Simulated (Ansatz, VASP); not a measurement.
**One calculation of Ca, two programs**

```
Ca
1.0
     0.00000    2.79420    2.75229
     2.79420    0.00000    2.75229
     2.79420    2.79420    0.00000
Ca
1
Direct
  0.00000 0.00000 0.00000
```

Change from the starting cell: strain +0.000 along x and y, -0.015 along z, atoms carried along.

Alike in both runs: task single point; functional PBE; k mesh 14 × 14 × 14; occupations gaussian, width 0.15 eV; no spin polarisation.

|  | VASP | Ansatz |
| --- | --- | --- |
| version | VASP 6.6.1 | Ansatz 0.2.0 |
| potentials or method | VASP PAW PBE potentials, release 64 (Ca_sv) | scalar-relativistic, plane waves, PAW |
| plane-wave cutoff (eV) | 520 | 420 |
| valence electrons in the cell | 10 | 10 |

|  | VASP | Ansatz | Ansatz less VASP |
| --- | --- | --- | --- |
| gap on the k mesh at the Fermi level (eV) | none | none | - |
| pressure (GPa) | -0.3 | -0.3 | 0.00 |
| largest component of the traceless stress (GPa) | 0.07 | 0.07 | 0.000 |

A gap of «none» marks a metal or a gap that the smearing closes. The functional is the same, so the differences come from potentials, cutoffs and numerics.
